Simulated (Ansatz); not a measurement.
Below is the output of a Python script on the Python package of Ansatz (0.2.0) that makes a comparison of functionals at one structure of Te2Mo, space group P-6m2. Write a script that gives it. Settings (first run): BLYP, PAW, cutoff 260 eV, 9×9×2 k-points, Methfessel-Paxton smearing of 0.2 eV. The script varies functional: blyp, pbesol, lda.

```
Te Mo
1.0
     3.56023    0.00000    0.00000
    -1.78012    3.08325    0.00000
     0.00000    0.00000   17.52406
Te Mo
2 1
Cartesian
  0.0000 2.0555 15.7341
  0.0000 2.0555 1.7900
  0.0000 0.0000 0.0000
```

Output of `python run_xc.py`:
```text
DeckWarning: basis.ecutwfc = 260 eV is below the records' recommended 420 eV, and the density's cutoff is lower with it unless basis.ecutrho_ratio is high enough to keep the records' density cutoff: compare with a run at a higher cutoff
  functional   F/atom (eV)    iterations       P (GPa)      k-points
        blyp   -6320.89664             8         2.598            24
      pbesol   -6233.28396             8        -0.881            24
         lda   -6165.51068             8        -1.609            24
```
(Warnings from the package without file and line.)

One script that gives this output:

Script `run_xc.py`:
```python
"""Functional comparison for Te2Mo (totals differ with the potentials too)."""

import ansatz as az

xtal = (
    az.Lattice.from_parameters(3.560233, 3.560233, 17.524058, alpha=90, beta=90, gamma=120)
    .space_group(187)
    .atom("Te", (1 / 3, 2 / 3, 0.897855))
    .atom("Mo", (0.0, 0.0, 0.0))
)

base = (
    xtal.calculation()
    .scf(max_iterations=100, extra_bands=6)
    .occupations("Methfessel-Paxton", width=0.2)
    .basis(260)
    .kpoints(9, 9, 2)
    .stress()
)

rows = []
for value in ["blyp", "pbesol", "lda"]:
    r = base.functional(value).run(threads=1).report
    rows.append((value, r["free_energy_ev"] / len(r["lattice"]["sites"]), r["n_iterations"], sum(r["stress_gpa"][i][i] for i in range(3)) / 3, r["n_kpoints"]))

print("  functional   F/atom (eV)    iterations       P (GPa)      k-points")
for row in rows:
    print(f"{str(row[0]):>12s}  {row[1]:12.5f}  {row[2]:12d}  {row[3]:12.3f}  {row[4]:12d}")
```

The cutoff lies under the one recommended for these potentials. No spin polarisation was allowed. The cell holds layers, chains or clusters in vacuum, no bulk phase; its stress is averaged over the vacuum too and scales with the cell's height. Under the recommended cutoff a pressure can be off by several GPa, even in sign. Pressure is positive in compression. Points of the mesh across the vacuum add cost only. This cell is a computed structure, which may not be the phase found in nature. Total energies of different functionals can't be compared; pressures, moments and gaps at this one structure can. Timing: 21 s on 1 thread of Arm Neoverse V1, on a shared host, peak memory 0.4 GiB.
